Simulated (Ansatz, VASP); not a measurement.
## Cross-check of AlN between VASP and Ansatz

Aim: how closely do two programs agree when they are given the same cell, functional and k mesh? Of the first pair: The cell is taken from a series of runs on this material, whose earlier steps may have relaxed, scaled, displaced or heated it; both programs get it as it stands.

Main program and level: Ansatz 0.2.0; plane waves, with VASP 6.6.1 beside it; relaxation of cell and atoms at LDA and single point at LDA.

### Step 1. Starting point

The structure is cubic, space group F-43m (No. 216). Conventional cell: a = 4.342 Å, b = 4.342 Å, c = 4.342 Å, α = 90.00°, β = 90.00°, γ = 90.00°. Nearest to N lie 4 Al at 1.88 Å. Nearest to Al lie 4 N at 1.88 Å. Farther neighbours and most contacts between anions are not listed.

Structure file:

```cif
data_structure
_symmetry_space_group_name_H-M 'F-43m'
_symmetry_Int_Tables_number 216
_cell_length_a 4.3423
_cell_length_b 4.3423
_cell_length_c 4.3423
_cell_angle_alpha 90.000
_cell_angle_beta 90.000
_cell_angle_gamma 90.000
_cell_volume 81.88
loop_
_atom_site_label
_atom_site_type_symbol
_atom_site_symmetry_multiplicity
_atom_site_Wyckoff_symbol
_atom_site_fract_x
_atom_site_fract_y
_atom_site_fract_z
_atom_site_occupancy
N1 N 4 d 0.75000 0.25000 0.25000 1
Al1 Al 4 a 0.50000 0.50000 0.00000 1
```

### Step 2. VASP: relaxation of cell and atoms, LDA

The relaxed volume is the usual yardstick between codes: in a stiff, nearly cubic crystal its relative difference is about their pressure difference at one cell divided by the bulk modulus.

Lines of VASP's logs that name or quote its potential files are left out, and so is its time.

The input, INCAR:

```
SYSTEM = AlN
PREC = Accurate
ENCUT = 600
EDIFF = 1E-07
NELM = 120
ISMEAR = 0
SIGMA = 0.01
LREAL = .FALSE.
ALGO = Normal
GGA = PW92
NBANDS = 10
LORBIT = 11
LWAVE = .FALSE.
LCHARG = .FALSE.
ISIF = 3
IBRION = 2
NSW = 80
EDIFFG = -0.005
LASPH = .TRUE.
GGA_COMPAT = .FALSE.
NELMIN = 4
EFERMI = MIDGAP
```

The input, POSCAR:

```
AlN
1.0
    0.0000000000      2.1711510000      2.1711510000
    2.1711510000      0.0000000000      2.1711510000
    2.1711510000      2.1711510000      0.0000000000
N Al
1 1
Direct
    0.2500001151      0.2500001151      0.2500001151
    0.0000001151      0.0000001151      0.0000001151
```

The input, KPOINTS:

```
Automatic mesh
0
Gamma
12 12 12
0 0 0
```

Potentials, in the order of the species: N and Al (LDA family, release 64).

Launch:

```
mpirun -np 1 vasp_std
```

Numbers of over 12 decimals in the logs are rounded to 6 here.

Log:

```text
[banner, memory and clock lines left out]
running    1 mpi-ranks, on    1 nodes
 distrk:  each k-point on    1 cores,    1 groups
 distr:  one band on    1 cores,    1 groups

 POSCAR found type information on POSCAR N Al
 POSCAR found :  2 types and       2 ions
|                                                                             |
|               ----> ADVICE to this user running VASP <----                  |
|                                                                             |
|     You enforced a specific xc type in the INCAR file but a different       |
|     [... a line on the potential file left out ...]
|     I HOPE YOU KNOW WHAT YOU ARE DOING!                                     |
|                                                                             |

 LDA part: xc-table for (Slater(with rela. corr.)+PW92), standard interpolation
 POSCAR, INCAR and KPOINTS ok, starting setup
 FFT: planning ... GRIDC
 FFT: planning ... GRID_SOFT
 FFT: planning ... GRID
 WAVECAR not read
 entering main loop
       N       E                     dE             d eps       ncg     rms          rms(c)
DAV:   1     0.119537436454E+02    0.11954E+02   -0.42949E+03  1456   0.757E+02
DAV:   2    -0.181064180122E+02   -0.30060E+02   -0.28965E+02  1732   0.142E+02
DAV:   3    -0.189624728109E+02   -0.85605E+00   -0.85465E+00  1708   0.233E+01
DAV:   4    -0.189659961286E+02   -0.35233E-02   -0.35231E-02  1628   0.178E+00
DAV:   5    -0.189660261581E+02   -0.30029E-04   -0.30029E-04  1638   0.157E-01    0.876E+00
DAV:   6    -0.164611276588E+02    0.25049E+01   -0.13302E+01  1508   0.194E+01    0.299E+00
DAV:   7    -0.164152314734E+02    0.45896E-01   -0.95235E-02  1612   0.273E+00    0.194E+00
DAV:   8    -0.163864184942E+02    0.28813E-01   -0.28633E-02  1536   0.164E+00    0.358E-01
DAV:   9    -0.163861055140E+02    0.31298E-03   -0.11690E-03  1628   0.233E-01    0.180E-01
DAV:  10    -0.163861258892E+02   -0.20375E-04   -0.57320E-05  1578   0.580E-02    0.404E-02
DAV:  11    -0.163861246855E+02    0.12037E-05   -0.12595E-06  1620   0.827E-03    0.794E-03
DAV:  12    -0.163861246866E+02   -0.10787E-08   -0.33575E-08   898   0.157E-03
   1 F= -.16386125E+02 E0= -.16386125E+02  d E =-.163861E+02
 curvature:   0.00 expect dE= 0.000E+00 dE for cont linesearch  0.000E+00
 trial: gam= 0.00000 g(F)=  0.233E-40 g(S)=  0.124E-03 ort = 0.000E+00 (trialstep = 0.100E+01)
 search vector abs. value=  0.124E-03
 bond charge predicted
       N       E                     dE             d eps       ncg     rms          rms(c)
DAV:   1    -0.163863397142E+02   -0.21503E-03   -0.52427E-03  1480   0.593E-01    0.990E-02
DAV:   2    -0.163861355828E+02    0.20413E-03   -0.11175E-03  1470   0.190E-01    0.224E-02
DAV:   3    -0.163861319521E+02    0.36306E-05   -0.14694E-05  1510   0.346E-02    0.831E-03
DAV:   4    -0.163861299019E+02    0.20502E-05   -0.92197E-07  1554   0.614E-03    0.360E-03
DAV:   5    -0.163861296451E+02    0.25684E-06   -0.22894E-07  1480   0.293E-03    0.189E-03
DAV:   6    -0.163861296440E+02    0.10850E-08   -0.23991E-09   750   0.403E-04
   2 F= -.16386130E+02 E0= -.16386130E+02  d E =-.495742E-05
 trial-energy change:   -0.000005  1 .order   -0.000004   -0.000124    0.000117
 step:   0.5232(harm=  0.5151)  dis= 0.00000  next Energy=   -16.386157 (dE=-0.327E-04)
 bond charge predicted
       N       E                     dE             d eps       ncg     rms          rms(c)
DAV:   1    -0.163862053116E+02   -0.75667E-04   -0.11862E-03  1474   0.283E-01    0.472E-02
DAV:   2    -0.163861589439E+02    0.46368E-04   -0.25305E-04  1466   0.906E-02    0.108E-02
DAV:   3    -0.163861581181E+02    0.82577E-06   -0.33562E-06  1510   0.165E-02    0.399E-03
DAV:   4    -0.163861576541E+02    0.46406E-06   -0.20797E-07  1422   0.292E-03    0.172E-03
DAV:   5    -0.163861575961E+02    0.57940E-07   -0.49614E-08   750   0.140E-03
   3 F= -.16386158E+02 E0= -.16386158E+02  d E =-.329095E-04
 curvature:  -0.26 expect dE=-0.893E-09 dE for cont linesearch -0.893E-09
 trial: gam= 0.00000 g(F)=  0.355E-40 g(S)=  0.347E-08 ort =-0.657E-06 (trialstep = 0.905E+00)
 search vector abs. value=  0.357E-08
 reached required accuracy - stopping structural energy minimisation
```

From OUTCAR (step 2):

```text
ion  position               nearest neighbor table
   1  0.250  0.250  0.250-   2 1.88   2 1.88   2 1.88   2 1.88
   2  0.000  0.000  0.000-   1 1.88   1 1.88   1 1.88   1 1.88

  LATTYP: Found a face centered cubic cell.
 ALAT       =     4.3423020000

 Subroutine GETGRP returns: Found 24 space group operations
 (whereof 24 operations were pure point group operations)

The static configuration has the point symmetry T_d .

 Found     72 irreducible k-points:

   k-points           NKPTS =     72   k-points in BZ     NKDIM =     72   number of bands    NBANDS=     10

   dimension x,y,z NGX =    28 NGY =   28 NGZ =   28
   dimension x,y,z NGXF=    56 NGYF=   56 NGZF=   56

   ENCUT  =  600.0 eV  44.10 Ry    6.64 a.u.   6.13  6.13  6.13*2*pi/ulx,y,z

   NELECT =       8.0000    total number of electrons

 k-points in reciprocal lattice and weights: Automatic mesh
   0.00000000  0.00000000  0.00000000       0.001
   0.08333333  0.00000000  0.00000000       0.005
   0.16666667  0.00000000  0.00000000       0.005
   0.25000000  0.00000000  0.00000000       0.005
   0.33333333  0.00000000  0.00000000       0.005
   0.41666667  0.00000000  0.00000000       0.005
   0.50000000  0.00000000  0.00000000       0.002
   0.08333333  0.08333333  0.00000000       0.003
   0.16666667  0.08333333  0.00000000       0.014
[...]
-0.33333333  0.50000000  0.16666667       0.007
  -0.25000000  0.50000000  0.25000000       0.003

 average (electrostatic) potential at core
       1 -59.7269       2 -69.7014

 E-fermi :   7.4797

 k-point     1 :       0.0000    0.0000    0.0000
  band No.  band energies     occupation
      1      -9.0551      2.00000
      2       5.8614      2.00000
      3       5.8614      2.00000
      4       5.8614      2.00000
      5      10.2443      0.00000
      6      18.3588      0.00000
      7      18.3588      0.00000
      8      18.3588      0.00000
      9      23.5182      0.00000
    ...

 k-point     2 :       0.0833    0.0000    0.0000
  band No.  band energies     occupation
      1      -8.9489      2.00000
      2       5.2777      2.00000
      3       5.8245      2.00000
      4       5.8245      2.00000
      5      10.7130      0.00000
      6      18.0845      0.00000
      7      18.4611      0.00000
      8      18.4611      0.00000
      9      22.4810      0.00000
    ...

 k-point     3 :       0.1667    0.0000    0.0000
  band No.  band energies     occupation
      1      -8.6408      2.00000
      2       4.0077      2.00000
      3       5.7272      2.00000
      4       5.7272      2.00000
      5      11.6217      0.00000
      6      17.4643      0.00000
      7      18.5261      0.00000
      8      18.5261      0.00000
      9      21.7030      0.00000
    ...

  Total       -0.0002190     -0.0002190     -0.0002190      0.0000000      0.0000000      0.0000000
  in kB       -0.0171130     -0.0171130     -0.0171130      0.0000000      0.0000000      0.0000000
  external PRESSURE =      -0.0171130 kB  Pullay stress =       0.0000000 kB

  energy-cutoff  :      600.00
  volume of cell :       20.50
      direct lattice vectors                 reciprocal lattice vectors
    -0.000000000  2.172287355  2.172287355    -0.230172127  0.230172127  0.230172127
     2.172287355 -0.000000000  2.172287355     0.230172127 -0.230172127  0.230172127
     2.172287355  2.172287355 -0.000000000     0.230172127  0.230172127 -0.230172127

 POSITION                                       TOTAL-FORCE (eV/Angst)
 -----------------------------------------------------------------------------------
      1.08614      1.08614      1.08614        -0.000000     -0.000000      0.000000
      0.00000      0.00000      0.00000         0.000000      0.000000     -0.000000
 -----------------------------------------------------------------------------------
    total drift:                               -0.000325     -0.000325     -0.000325

  FREE ENERGIE OF THE ION-ELECTRON SYSTEM (eV)
  ---------------------------------------------------
  free  energy   TOTEN  =       -16.3861575961 eV

  energy  without entropy=      -16.3861575961  energy(sigma->0) =      -16.38615760

 reached required accuracy - stopping structural energy minimisation

 total charge
# of ion       s       p       d       tot
------------------------------------------
    1        1.209   2.620   0.000   3.829
    2        0.379   0.466   0.000   0.845
--------------------------------------------------
tot          1.588   3.085   0.000   4.673

[... 3 further parts left out ...]
```

CONTCAR:

```
AlN
   1.00000000000000
    -0.0000000000000000    2.1722873553867306    2.1722873553867306
     2.1722873553867306   -0.0000000000000000    2.1722873553867306
     2.1722873553867306    2.1722873553867306   -0.0000000000000000
  N               Al
     1     1
Direct
     0.2500001151000006    0.2500001151000006    0.2500001151000006
     0.0000001151000006    0.0000001151000006    0.0000001151000006
```

The run keeps the 24 symmetry operations of its start, so it cannot find a distortion of lower symmetry.

### Step 3. Ansatz: relaxation of cell and atoms, LDA

Ansatz runs on its PAW soft_1 files.

The same cell, functional (in two slightly different forms) and mesh now go to Ansatz, which takes its cutoff from its data sets.

The input, input.yaml:

```yaml
crystal:
  lattice:
    - [0.0, 2.1711512261, 2.1711512261]
    - [2.1711512261, 0.0, 2.1711512261]
    - [2.1711512261, 2.1711512261, 0.0]
  atoms:
    - { symbol: "N", position: [0.25, 0.25, 0.25] }
    - { symbol: Al, position: [0.0, 0.0, 0.0] }
kpoints:
  mp_grid: { grid: [12, 12, 12] }
hamiltonian:
  xc: lda
  pseudopotentials: { kind: paw, azcp: { folder: soft_1 }, xc_functional: pbe }
scf:
  occupations: { method: fixed }
output:
  forces: true
  stress: true
  eigenvalues: true
relax:
  adjacent_minimum: "off"
  f_tol: 0.001
  max_steps: 60
  cell: { stress_tol: 0.01 }
```

Launch:

```
ansatz run input.yaml --threads 4 --pin off --max-ram 10240MiB --backend cpu --events-out ev --progress --plain --runs-dir out
```

Log:

```text
Engine: ansatz 0.2.0, x86_64-unknown-linux-gnu
Pseudopotentials: kind: paw
Pseudopotential: N, paw, valence charge 5, recommended cutoff 420 eV (normal), soft_1/N.paw.azcp
Pseudopotential: Al, paw, valence charge 3, recommended cutoff 420 eV (normal), soft_1/Al.paw.azcp
Functional definition: SPW92
  exchange = slater_x
  correlation = pw_c
Crystal: 2 atoms, lattice volume = 20.469 Å³
Basis set: ecut = 420 eV, 411 PW (Γ)
Bands: 8, of which v1, the nominal top of the filled ones, is band 4 counted from 1 (3 counted from 0)
Symmetry: 24 space group operations
Space group: F-43m (ITA 216), of the structure as read, at distance tolerance 2.7e-5 Å
k-points: 72 of 1728 (time reversal used)
Non-local potential: N, projectors of the file, l = 0: 2, l = 1: 2, l = 2: 1
Non-local potential: Al, projectors of the file, l = 0: 2, l = 1: 2, l = 2: 1
PAW form: soft (Blöchl's): semilocal exchange-correlation on the pseudo side does not see the compensation charge
PAW frozen core: N, regenerated for the run's functional, and the local potential with it (the file was generated under x = pbe(κ = 0.804, μ = 0.219515), c = pbe(β = 0.066725))
PAW frozen core: Al, regenerated for the run's functional, and the local potential with it (the file was generated under x = pbe(κ = 0.804, μ = 0.219515), c = pbe(β = 0.066725))
PAW one-centre angular grid: N, 110 points (default); XC on 64 Gauss nodes
PAW one-centre angular grid: Al, 110 points (default); XC on 64 Gauss nodes
Initial density: superposition of atomic densities (chi_scale 0.1, normalization cell, long waves kept (reshape's long-wave potential 0.00 eV rms))
Initial wavefunctions: pseudopotential atomic-orbital guess
Functional: x = slater, c = lda
SCF iter   1: F=—  HF=-891.330477 eV  |F-HF|=—  |Δ(HF+E_count)|=         —  Δρ=1.37e-1  dr2=4.64e0  ethr=3.10e-3  ⟨swp⟩=4.1  Hψ=3762  notcnv=0  defer=3
preconditioner: auto → none  [insulator: Δε(μ)=5.623 eV  Ē_g=16.610 eV  n_scr=0 (ndim 8)  ℏωp=23.2 eV  f_vac=0.000  ε∞_Penn≈3.0]
SCF iter   2: F=—  HF=-890.058205 eV  |F-HF|=—  |Δ(HF+E_count)|=    1.27e0  Δρ=7.75e-2  dr2=7.50e-1  ethr=3.10e-3  ⟨swp⟩=2.8  Hψ=1800  notcnv=0  defer=96
SCF iter   3: F=—  HF=-889.831620 eV  |F-HF|=—  |Δ(HF+E_count)|=   2.27e-1  Δρ=2.21e-2  dr2=5.16e-2  ethr=3.10e-3  ⟨swp⟩=2.3  Hψ=1244  notcnv=0  defer=123
SCF iter   4: F=—  HF=-889.811259 eV  |F-HF|=—  |Δ(HF+E_count)|=   2.04e-2  Δρ=8.67e-4  dr2=4.95e-5  ethr=6.45e-4  ⟨swp⟩=2.0  Hψ=820  notcnv=0  defer=142
SCF iter   5: F=—  HF=-889.811229 eV  |F-HF|=—  |Δ(HF+E_count)|=   2.99e-5  Δρ=2.69e-4  dr2=5.38e-6  ethr=6.18e-7  ⟨swp⟩=2.0  Hψ=862  notcnv=0  defer=137
SCF iter   6: F=-889.811225 eV  HF=-889.811225 eV  |F-HF|=3.17e-8  |Δ(HF+E_count)|=   3.25e-6  Δρ=2.58e-5  dr2=6.49e-8  ethr=1.25e-9  ⟨swp⟩=4.2  Hψ=3233  notcnv=0
SCF 1 converged in 6 iterations: F = -889.811225 eV  dr2 = 6.49e-8
  greatest PAW one-centre occupation: 0.783 electrons in one spin orbital (limit 2), on the N atom at site 0 (counted from 0), in its partial waves of l = 0
relax step   1: F+E_penalty+E_count = -889.81122536 eV  Δ(F+E_penalty+E_count) = +0.000e0 eV  max|allowed force component| = 2.267e-16 eV/Å  Δτ_max = 0.0000 Å  P = -0.029 GPa  Ω = 20.469 Å³  (6 SCF iters, dr2 threshold 1.00e-7 eV, accepted)
[...]
relax step   2: F+E_penalty+E_count = -889.81122883 eV  Δ(F+E_penalty+E_count) = -3.469e-6 eV  max|allowed force component| = 9.136e-17 eV/Å  Δτ_max = 0.0000 Å  P = -0.016 GPa  Ω = 20.468 Å³  energy of the carried Pulay correction = +3.252e-6 eV  (4 SCF iters, dr2 threshold 2.12e-9 eV, accepted)
[...]
relax step   3: F+E_penalty+E_count = -889.81123276 eV  Δ(F+E_penalty+E_count) = -3.931e-6 eV  max|allowed force component| = 6.014e-17 eV/Å  Δτ_max = 0.0000 Å  P = +0.001 GPa  Ω = 20.466 Å³  energy of the carried Pulay correction = +7.109e-6 eV  (3 SCF iters, dr2 threshold 6.24e-10 eV, accepted)
[...]
relax step   4: F+E_penalty+E_count = -889.81123276 eV  Δ(F+E_penalty+E_count) = -2.876e-11 eV  max|allowed force component| = 6.014e-17 eV/Å  Δτ_max = 0.0000 Å  P = +0.001 GPa  Ω = 20.466 Å³  stress off target by 8.80e-4 GPa  SCF on the basis re-selected at this cell (its energy is not comparable with the rows above)  (4 SCF iters)
basis re-selected at this cell: Δ(F+E_penalty+E_count) = -2.876e-11 eV, ΔP = -0.000 GPa vs the last step (what re-selecting the basis moved, of the pressure what is left beyond the Pulay correction that the steps carried, after the strain that the cell walked since its last selection, with what the two solves' SCF thresholds leave and, on support functions, any second-order correction that the steps lacked; it is no  [...]
SCF converged after 4 iterations
Free energy (F): -889.811233 eV
Harris-Foulkes:  -889.811233 eV  (|F-HF|=0.00e0)
Internal energy: -889.811233 eV  (E = F + TS)
E sigma→0 (E₀):  -889.811233 eV
Fermi energy:    6.855612 eV
--- Per-component energies (eV) ---
  E_band       = 14.526005
  E_kinetic    = 156.779157
  E_local      = -208.050104  (includes V_loc(G=0)·N_el)
  E_nonlocal   = 46.758785
  E_hartree    = 75.720087
  E_xc         = -98.122246
  E_vxc        = -106.824361  (∫ρ·V_xc dr)
  E_paw        = -564.660944  (= ΣΔE_a)
  E_vpaw       = -25.578541  (= ΣTr[D̂ρ^β])
  E_aug_tail   = 0.000892  (compensation charges beyond the density's cutoff)
  E_ewald      = -298.372619
  E_core_change = 0.135761  (= ΣΔE_core)
  E_smearing   = -0.000000  (= −TS)
  E_closure    = -0.000000  (closes the sum)
  Σ components = -889.811233   (vs F -889.811233, Δ=0.00e0)
--- Forces (eV/Å), atoms counted from 1 ---
  atom   1  N      0.00000000    -0.00000000     0.00000000
  atom   2  Al     0.00000000    -0.00000000    -0.00000000
  max |Σ_I F_I| component: 8.33e-17 eV/Å
--- Stress (GPa, compression-positive) ---
        0.000880      -0.000000      -0.000000
       -0.000000       0.000880       0.000000
       -0.000000       0.000000       0.000880
  P = ⅓ Tr σ = 0.0009 GPa (0.009 kbar)
--- Band table (eV; the first three rows and the last of 72) ---
  k-point 0: bands = ["-8.0590", "6.8556", "6.8556", "6.8556", "11.2426", "19.3859", "19.3859", "19.3859"]
  k-point 1: bands = ["-7.9529", "6.2726", "6.8190", "6.8190", "11.7126", "19.1110", "19.4873", "19.4873"]
  k-point 2: bands = ["-7.6450", "5.0036", "6.7226", "6.7226", "12.6241", "18.4886", "19.5465", "19.5465"]
  k-point 71: bands = ["-5.1559", "3.0228", "3.3273", "4.1007", "12.8584", "18.1954", "18.8605", "19.0856"]
--- Relaxed structure (3 steps of the walk, 3 accepted, 1 SCFs on fresh bases) ---
  F+E_penalty+E_count = -889.81123276 eV   max|allowed force component| = 6.014e-17 eV/Å   (the final SCF, on the basis selected at the relaxed cell)
  cell:  # Å, volume = 20.4662 Å³
    - [0, 2.171045, 2.171045]
    - [2.171045, 0, 2.171045]
    - [2.171045, 2.171045, 0]
  atoms:
    - { symbol: N, position: [0.25, 0.25, 0.25] }
    - { symbol: Al, position: [0, 0, 0] }
```

The column dr2 measures how far the density is from self-consistency, as an energy; F and HF (Harris–Foulkes) agree once it is small.

### Step 4. Side by side

Known differences besides the potentials themselves: fixed occupations in Ansatz, narrow Gaussian smearing in VASP; the cutoff is 420 eV in Ansatz and 600 eV in VASP; VASP's log shows a relativistic correction to its local exchange, Ansatz's none; Ansatz adds a Pulay correction to the stress that steers its cell, VASP none. Total energies have different zeros and are not compared.

Compared:

```csv
quantity,Ansatz,VASP,difference
volume (Å³),20.47,20.50,-0.17 %
"edge a after relaxation, in the typed setting (Å)",3.070,3.072,-0.06 %
```

### Step 5. Ansatz: relaxation, LDA

This run makes the geometry at which the two programs are then compared.

The structure compared here is the end of the Ansatz relaxation.

input.yaml, the sections that differ from step 3:

```yaml
crystal:
  lattice:
    - [0.0, 2.1493341209, 2.1710445665]
    - [2.1493341209, 0.0, 2.1710445665]
    - [2.1493341209, 2.1493341209, 0.0]
  atoms:
    - { symbol: "N", position: [0.25, 0.25, 0.25] }
    - { symbol: Al, position: [0.0, 0.0, 0.0] }
  conventional_axes: [[-1, 1, 1], [1, -1, 1], [1, 1, -1]]
relax:
  adjacent_minimum: "off"
  f_tol: 0.001
  max_steps: 60
  cell: { stress_tol: 0.01, fix: [a, b, gamma] }
# kpoints, hamiltonian, scf, output: as in step 3
```

Log:

```text
[...]
Crystal: 2 atoms, lattice volume = 20.059 Å³
Basis set: ecut = 420 eV, 395 PW (Γ)
Bands: 8, of which v1, the nominal top of the filled ones, is band 4 counted from 1 (3 counted from 0)
Symmetry: 8 space group operations
[...]
k-points: 163 of 1728 (time reversal used)
[...]
P = ⅓ Tr σ = 1.9777 GPa (19.777 kbar)
--- Band table (eV; the first three rows and the last of 163) ---
[...]
--- Relaxed structure (4 steps of the walk, 4 accepted, 2 SCFs on fresh bases) ---
[...]
cell:  # Å, volume = 20.2748 Å³
    - [0, 2.1493341209, 2.194414]
    - [2.1493341209, 0, 2.194414]
    - [2.1493341209, 2.1493341209, 0]
  atoms:
    - { symbol: N, position: [0.250000, 0.250000, 0.25] }
    - { symbol: Al, position: [0, 0, 0] }
[key lines of the parts left out:]
SCF converged after 5 iterations
Free energy (F): -889.807501 eV
Fermi energy:    6.991331 eV
```

(Continued in part 2 of 2.)

[Lines on the potential files, build, host, timing and source positions are cut from VASP's logs without a mark.]

[Logs are printed without paths, hosts, clocks, repeated set-up lines and the standing remarks that a program may print on its own settings, such as how far it seeks lower states.]

[Hosts, paths, dates, database ids (printed as entryN), source tags and the programs' standing remarks are cut or masked in the printed files.]
